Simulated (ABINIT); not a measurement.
# Co (P6_3/mmc) in ABINIT: notebook

One crystal, Co, is run at these levels: PBE; tasks: single point.

All numbers are computed with ABINIT 10.8.3 (patched build); they aren't measurements. Logs are shortened: lines on timing, memory, paths and dates and some standing lists are left out, and cuts for length are marked. The log counts tension as positive stress, the text compression.

### 1 The crystal as given

Symmetry: P6_3/mmc, No. 194, hexagonal system. The conventional cell has a = 2.472 Å, b = 2.472 Å, c = 4.021 Å, α = 90.00°, β = 90.00°, γ = 120.00°. Co (site symmetry -6m2) has 12 Co at 2.47 Å as nearest neighbours.

### 2 Single point, PBE, collinear spin, ferrimagnetic start

Contents of run.abi:

```
# Pseudopotentials
pp_dirpath "./"
pseudos "Co.GGA_PBE-JTH.xml"

# Structure
acell 4.6714027971 4.6714027971 7.5988610189
rprim
     1.0000000000     0.0000000000     0.0000000000
    -0.5000000000     0.8660254038     0.0000000000
     0.0000000000     0.0000000000     1.0000000000
ntypat 1
znucl 27
natom 2
typat 1 1
xred
     0.6666666667     0.3333333333     0.7500000000
     0.3333333333     0.6666666667     0.2500000000

# Plane-wave basis
ecut 707.496042 eV
pawecutdg 48.0
pawxcdev 0

# k points
kptopt 1
ngkpt 12 12 7
nshiftk 1
shiftk 0.0 0.0 0.0

# Exchange and correlation
ixc 11

# Bands and occupations
nband 22
occopt 3
tsmear 0.00183747

# Spin
nsppol 2
spinat
     0.0000000000     0.0000000000     2.0000000000
     0.0000000000     0.0000000000    -1.0000000000

# SCF cycle
nstep 100
tolvrs 1.0e-9

# Output
iomode 3
prtwf 0
prtden 0
prteig 0
prtebands 0
enunit 1
```

Potentials or basis: JTH PAW PBE v2.0.

Command:

```
$ abinit run.abi > log 2>&1
```

run.abo:

```text
.Version 10.8.3 of ABINIT
 Symmetries : space group P-6 m 2 (#187); Bravais hP (primitive hexag.)
================================================================================
 Values of the parameters that define the memory need of the present run
     intxc =       0    ionmov =       0      iscf =      17    lmnmax =      18
     lnmax =       6     mgfft =      36  mpssoang =       3    mqgrid =    3001
     natom =       2  nloc_mem =       2    nspden =       2   nspinor =       1
    nsppol =       2      nsym =      12    n1xccc =       1    ntypat =       1
    occopt =       3   xclevel =       2
       mpw =         929          nfft =       20736          nkpt =          76
 PAW method is used; the additional fine FFT grid is defined by:
   mgfftf=        48    nfftf =     43200
================================================================================
================================================================================

--------------------------------------------------------------------------------
------------- Echo of variables that govern the present computation ------------
--------------------------------------------------------------------------------
 -outvars: echo values of preprocessed input variables --------
            acell      4.6714027971E+00  4.6714027971E+00  7.5988610189E+00 Bohr
              amu      5.89332000E+01
             ecut      2.60000000E+01 Hartree
           enunit           1
                       outvar_i_n : Printing only first  50 k-points.
              ixc          11
                       outvar_i_n : Printing only first  50 k-points.
         kptrlatt       12    0    0      0   12    0      0    0    7
          kptrlen      5.31920271E+01
            natom           2
            nband          22
            ngfft          24      24      36
          ngfftdg          30      30      48
             nkpt          76
           nspden           2
           nsppol           2
            nstep         100
             nsym          12
           ntypat           1
                       prtocc : prtvol=0, do not print more k-points.
                       1.000000  1.000000  1.000000  1.000000  1.000000  1.000000
                       1.000000  1.000000  1.000000  1.000000  1.000000  1.000000
                       1.000000  1.000000  1.000000  1.000000  1.000000  0.000000
                       0.000000  0.000000  0.000000  0.000000
                       1.000000  1.000000  1.000000  1.000000  1.000000  1.000000
                       1.000000  1.000000  1.000000  1.000000  1.000000  1.000000
                       1.000000  1.000000  1.000000  1.000000  1.000000  0.000000
                       0.000000  0.000000  0.000000  0.000000
                       1.000000  1.000000  1.000000  1.000000  1.000000  1.000000
                       1.000000  1.000000  1.000000  1.000000  1.000000  1.000000
                       1.000000  1.000000  1.000000  1.000000  1.000000  0.000000
                       0.000000  0.000000  0.000000  0.000000
                       1.000000  1.000000  1.000000  1.000000  1.000000  1.000000
                       1.000000  1.000000  1.000000  1.000000  1.000000  1.000000
                       1.000000  1.000000  1.000000  1.000000  1.000000  0.000000
                       0.000000  0.000000  0.000000  0.000000
                       1.000000  1.000000  1.000000  1.000000  1.000000  1.000000
[... 168 lines left out ...]
                       1.000000  1.000000  1.000000  1.000000  1.000000  1.000000
                       1.000000  1.000000  1.000000  1.000000  1.000000  0.000000
                       0.000000  0.000000  0.000000  0.000000
                       1.000000  1.000000  1.000000  1.000000  1.000000  1.000000
                       1.000000  1.000000  1.000000  1.000000  1.000000  1.000000
                       1.000000  1.000000  1.000000  1.000000  1.000000  0.000000
                       0.000000  0.000000  0.000000  0.000000
                       1.000000  1.000000  1.000000  1.000000  1.000000  1.000000
                       1.000000  1.000000  1.000000  1.000000  1.000000  1.000000
                       1.000000  1.000000  1.000000  1.000000  1.000000  0.000000
                       0.000000  0.000000  0.000000  0.000000
                       1.000000  1.000000  1.000000  1.000000  1.000000  1.000000
                       1.000000  1.000000  1.000000  1.000000  1.000000  1.000000
                       1.000000  1.000000  1.000000  1.000000  1.000000  0.000000
                       0.000000  0.000000  0.000000  0.000000
                       prtocc : prtvol=0, do not print more k-points.
           occopt           3
        pawecutdg      4.80000000E+01 Hartree
         pawxcdev           0
           prtden           0
        prtebands           0
           prteig           0
            prtwf           0
            rprim      1.0000000000E+00  0.0000000000E+00  0.0000000000E+00
                      -5.0000000000E-01  8.6602540380E-01  0.0000000000E+00
                       0.0000000000E+00  0.0000000000E+00  1.0000000000E+00
          spgroup         187
[... 144 lines left out ...]
- [  0.00000000E+00,   0.00000000E+00,   1.08078500E-04, ]
pressure_GPa:  -2.4460E+00
xred      :
- [  6.6667E-01,   3.3333E-01,   7.5000E-01, Co]
- [  3.3333E-01,   6.6667E-01,   2.5000E-01, Co]
cartesian_forces: # hartree/bohr
- [  5.76410415E-29,   3.32790708E-29,  -0.00000000E+00, ]
- [ -5.76410415E-29,  -3.32790708E-29,  -0.00000000E+00, ]
force_length_stats: {min:   6.65581416E-29, max:   6.65581416E-29, mean:   6.65581416E-29, }
...

 Integrated electronic and magnetization densities in atomic spheres:
 ------------------------------------------------------------------------------------------------------------
 Radius=ratsph(iatom), smearing ratsm=  0.0000. Diff(up-dn)=approximate z local magnetic moment.
    Atom    Radius    up_density   dn_density  Total(up+dn)  Diff(up-dn)
    1 Co   2.10903     8.215641     7.355869     15.571510     0.859773
    2 Co   2.10903     7.355863     8.215641     15.571504    -0.859778
 ------------------------------------------------------------------------------------------------------------
  Sum:                15.571504    15.571510     31.143013    -0.000006
 Total magnetization (from the atomic spheres):               -0.000006
 Total magnetization (exact up - dn):                         -0.000006

================================================================================

 ----iterations are completed or convergence reached----

 Mean square residual over all n,k,spin=   66.958E-13; max=  20.711E-09
 reduced coordinates (array xred) for    2 atoms
       0.666666666700      0.333333333300      0.750000000000
       0.333333333367      0.666666666633      0.250000000000
 rms dE/dt=  2.1985E-28; max dE/dt=  5.3853E-28; dE/dt below (all hartree)
    1       0.000000000000      0.000000000000      0.000000000000
    2       0.000000000000      0.000000000000      0.000000000000

 cartesian coordinates (angstrom) at end:
    1      1.23599995087201     0.71360490422442     3.01585805796978
    2      0.00000000012360     1.42720980852020     1.00528601932326

 cartesian forces (hartree/bohr) at end:
    1      0.00000000000000     0.00000000000000    -0.00000000000000
    2     -0.00000000000000    -0.00000000000000    -0.00000000000000
 frms,max,avg= 3.8427361E-29 5.7641041E-29   0.000E+00  0.000E+00  0.000E+00 h/b

 cartesian forces (eV/Angstrom) at end:
    1      0.00000000000000     0.00000000000000    -0.00000000000000
    2     -0.00000000000000    -0.00000000000000    -0.00000000000000
 frms,max,avg= 1.9760144E-27 2.9640215E-27   0.000E+00  0.000E+00  0.000E+00 e/A
 length scales=  4.671402797100  4.671402797100  7.598861018900 bohr
              =  2.471999901497  2.471999901497  4.021144077293 angstroms
 Fermi (or HOMO) energy (eV) =  14.52759   Average Vxc (eV)= -12.92238
 Eigenvalues (   eV  ) for nkpt=  76  k points, SPIN UP:
 kpt#   1, nband= 22, wtk=  0.00099, kpt=  0.0000  0.0000  0.0000 (reduced coord)
 -81.11844  -80.10064  -44.42955  -44.22908  -44.22908  -43.46731  -43.18493  -43.18493
   5.38390    9.65505   12.39101   12.39101   12.57977   13.22779   13.22779   13.33067
  13.33067   14.23280   14.73944   14.73944   21.37605   36.41448
 prteigrs : prtvol=0 or 1, do not print more k-points.

 Eigenvalues (   eV  ) for nkpt=  76  k points, SPIN DOWN:
 kpt#   1, nband= 22, wtk=  0.00099, kpt=  0.0000  0.0000  0.0000 (reduced coord)
 -81.11844  -80.10064  -44.42955  -44.22907  -44.22907  -43.46731  -43.18493  -43.18493
   5.38390    9.65505   12.39101   12.39101   12.57977   13.22780   13.22780   13.33066
  13.33066   14.23280   14.73944   14.73944   21.37605   36.41448
 prteigrs : prtvol=0 or 1, do not print more k-points.

--- !EnergyTerms
iteration_state     : {dtset: 1, }
comment             : Components of total free energy in Hartree
kinetic             :  2.35873343286396E+01
hartree             :  6.80567656210933E+01
xc                  : -6.31567084766604E+00
Ewald energy        : -2.00818620438532E+02
psp_core            :  7.15981755828285E+00
local_psp           : -2.35512664813702E+02
PAW spherical_terms :  5.10443481104842E+01
internal            : -2.92798690481400E+02
'-kT*entropy'       : -1.66689790598906E-03
total_energy        : -2.92800357379306E+02
total_energy_eV     : -7.96750361760958E+03
...

--- !EnergyTermsDC
iteration_state     : {dtset: 1, }
comment             : '"Double-counting" decomposition of free energy'
band_energy         : -2.32062972534786E+01
Ewald energy        : -2.00818620438532E+02
psp_core            :  7.15981755828285E+00
xc_dc               : -6.61428807728483E+01
PAW spherical_terms : -9.79071085587957E+00
internal            : -2.92798691762456E+02
'-kT*entropy'       : -1.66689790598906E-03
total_energy_dc     : -2.92800358660361E+02
total_energy_dc_eV  : -7.96750365246886E+03
...

--- !EnergyTermsWithPAWCore
iteration_state     : {dtset: 1, }
comment             : 'Components of total free energy, including PAW core contributions'
Total energy        : -2.78688294283127E+03
Total energy DC     : -2.78688294411232E+03
Total energy (eV)   : -7.58349481797178E+04
Total energy DC (eV): -7.58349482145771E+04
...

 Cartesian components of stress tensor (hartree/bohr^3)
  sigma(1 1)=  7.06655234E-05  sigma(3 2)=  0.00000000E+00
  sigma(2 2)=  7.06655216E-05  sigma(3 1)=  0.00000000E+00
  sigma(3 3)=  1.08078500E-04  sigma(2 1)=  0.00000000E+00

-Cartesian components of stress tensor (GPa)         [Pressure= -2.4460E+00 GPa]
- sigma(1 1)=  2.07905148E+00  sigma(3 2)=  0.00000000E+00
- sigma(2 2)=  2.07905142E+00  sigma(3 1)=  0.00000000E+00
- sigma(3 3)=  3.17977925E+00  sigma(2 1)=  0.00000000E+00

== END DATASET(S) ==============================================================
================================================================================

 -outvars: echo values of variables after computation  --------
            acell      4.6714027971E+00  4.6714027971E+00  7.5988610189E+00 Bohr
           etotal     -2.9280035866E+02
            fcart      5.7641041462E-29  3.3279070804E-29 -0.0000000000E+00
                      -5.7641041462E-29 -3.3279070804E-29 -0.0000000000E+00
            rprim      1.0000000000E+00  0.0000000000E+00  0.0000000000E+00
                      -5.0000000000E-01  8.6602540380E-01  0.0000000000E+00
                       0.0000000000E+00  0.0000000000E+00  1.0000000000E+00
           strten      7.0665523412E-05  7.0665521617E-05  1.0807849997E-04
                       0.0000000000E+00  0.0000000000E+00  0.0000000000E+00
           xangst      1.2359999509E+00  7.1360490422E-01  3.0158580580E+00
                       1.2359958791E-10  1.4272098085E+00  1.0052860193E+00
             xred      6.6666666670E-01  3.3333333330E-01  7.5000000000E-01
                       3.3333333337E-01  6.6666666663E-01  2.5000000000E-01
 Calculation completed.
```

It took 4.6 min on 1 thread of Arm Neoverse V2, shared host; peak memory 0.18 GiB.

Results:

| Property | Result |
| --- | --- |
| Free energy | -7967.5037 eV |
| Pressure | -2.4 GPa |
| Band gap on the k mesh | none (metal or under the smearing width) |
| Net moment | 0.00 μB per cell |
| Site moments | Co +0.86, -0.86 μB |
| Valence electrons inside the program's atomic spheres | Co 15.57 (radii [1.1161] Å) |

Levels at points of the mesh, in eV from the Fermi level:
Spin up:
| k point | band 13 | band 14 | band 15 | band 16 | band 17 | band 18 | band 19 | band 20 | band 21 | band 22 |
| --- | --- | --- | --- | --- | --- | --- | --- | --- | --- | --- |
| (0.00, 0.00, 0.00) | -1.95 | -1.30 | -1.30 | -1.20 | -1.20 | -0.29 | 0.21 | 0.21 | 6.85 | 21.89 |
| (0.50, 0.00, 0.00) | -2.13 | -1.85 | -1.47 | -0.17 | 0.37 | 0.84 | 1.84 | 3.85 | 9.88 | 10.57 |
Spin down:
| k point | band 13 | band 14 | band 15 | band 16 | band 17 | band 18 | band 19 | band 20 | band 21 | band 22 |
| --- | --- | --- | --- | --- | --- | --- | --- | --- | --- | --- |
| (0.00, 0.00, 0.00) | -1.95 | -1.30 | -1.30 | -1.20 | -1.20 | -0.29 | 0.21 | 0.21 | 6.85 | 21.89 |
| (0.50, 0.00, 0.00) | -2.13 | -1.85 | -1.47 | -0.17 | 0.37 | 0.84 | 1.84 | 3.85 | 9.88 | 10.57 |

### 3 Single point, PBE, collinear spin, random start

Edit run.abi of step 2 so:

```diff
@@ -40,4 +40,4 @@
 spinat
-     0.0000000000     0.0000000000     2.0000000000
-     0.0000000000     0.0000000000    -1.0000000000
+     0.0000000000     0.0000000000    -1.9800000000
+     0.0000000000     0.0000000000    -2.3400000000
```

Potentials or basis: JTH PAW PBE v2.0.

Command:

```
$ abinit run.abi > log 2>&1
```

Wall time 3.7 min (1 thread of Arm Neoverse V2, shared host); peak memory 0.19 GiB.

It converged, with:

```
Free energy                                           : -7967.9287 eV
Pressure                                              : 5.1 GPa
Band gap on the k mesh                                : none (metal or under the smearing width)
Net moment                                            : -3.21 μB per cell
Site moments                                          : Co -1.68 μB
Valence electrons inside the program's atomic spheres : Co 15.57 (radii [1.1161] Å)
```

Stress tensor (GPa, compression positive):
```
6.12 0.00 0.00
0.00 6.12 0.00
0.00 0.00 3.11
```

Levels at points of the mesh, in eV from the Fermi level:
Spin up:
```tsv
k point	band 13	band 14	band 15	band 16	band 17	band 18
(0.00, 0.00, 0.00)	-0.98	-0.61	-0.61	-0.30	-0.15	-0.15
(0.50, 0.00, 0.00)	-1.13	-1.09	-0.66	1.25	1.36	1.42
```
Spin down:
| k point | band 16 | band 17 | band 18 | band 19 | band 20 | band 21 | band 22 |
| --- | --- | --- | --- | --- | --- | --- | --- |
| (0.00, 0.00, 0.00) | -1.92 | -1.92 | -0.80 | -0.80 | -0.24 | 6.39 | 22.03 |
| (0.50, 0.00, 0.00) | -0.64 | -0.58 | -0.49 | 1.34 | 3.39 | 9.73 | 10.38 |
